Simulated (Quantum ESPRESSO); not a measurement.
PbSe (Clausthalite):

```xyz
2
Lattice="0.0000 3.0606 3.0606 3.0606 0.0000 3.0606 3.0606 3.0606 0.0000" Properties=species:S:1:pos:R:3 pbc="T T T"
Pb    0.0000    0.0000    0.0000
Se    3.0606    3.0606    3.0606
```

Base run:

```yaml
Program: Quantum ESPRESSO 7.5
Functional: rev-vdW-DF2
Potentials_or_basis: SG15 PBE 1.2
Cutoff: 952 eV
Density_cutoff: 3810 eV
k_mesh: 8 × 8 × 8
Occupations: fermi-dirac, width 0.05 eV
Spin: no spin polarisation
```

Its results: band gap on the k mesh 0.23 eV, direct; pressure 1.4 GPa.

**Question.** The run is repeated on the same cell with these changes: functional from rev-vdW-DF2 to WC. What comes out?

**Answer.** Band gap on the k mesh 0.14 eV, direct; pressure -0.2 GPa.

Caveats: the potentials were made for another functional, which shifts forces and pressure; spin-orbit coupling is left out, which as a rule narrows the gap of such compounds by several tenths of an eV.
